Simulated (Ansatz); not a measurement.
Runs of Ansatz 0.2.0 on Ba. It takes space group Im-3m (No. 229, cubic). Conventional cell: a = 5.013 Å, b = 5.013 Å, c = 5.013 Å, α = 90.00°, β = 90.00°, γ = 90.00°. Ba (site symmetry m-3m) has 8 Ba at 4.34 Å as nearest neighbours. 

| level | gap on the mesh (eV) | pressure (GPa) | relaxed volume (Å³/atom) |
| --- | --- | --- | --- |
| PBEsol+D3(BJ) | none | 0.0 | 53.09 |
| PBEsol+D3(BJ)-ATM | none | 0.0 | (a) |
| PBEsol | none | 0.0 | 57.93 |
| PBEsol+D4 | none | 0.0 | 60.87 |

Alike in all rows: task relaxation of cell and atoms; potentials or basis Ansatz PAW; no spin polarisation; cell relaxed; k mesh 8 × 8 × 8; cutoff (eV) 420; smearing fermi-dirac 0.05 eV.

Fill in the values left out.

(a) 53.36.

Caveats: the plane-wave basis is chosen anew once the cell has moved, so the energies of steps on either side of that aren't comparable; the PAW data sets come from PBE, with cores solved anew for the run's functional, which leaves a small shift of forces and pressure; pairwise dispersion overbinds metals, which lowers pressure and volume (some runs); the volume moved by over 15 % at a fixed basis, so the end points are rough (some runs).

A k mesh can miss the band edges, and the runs leave out spin-orbit coupling on Ba.

A gap of «none» marks a metal or a gap under the smearing width.
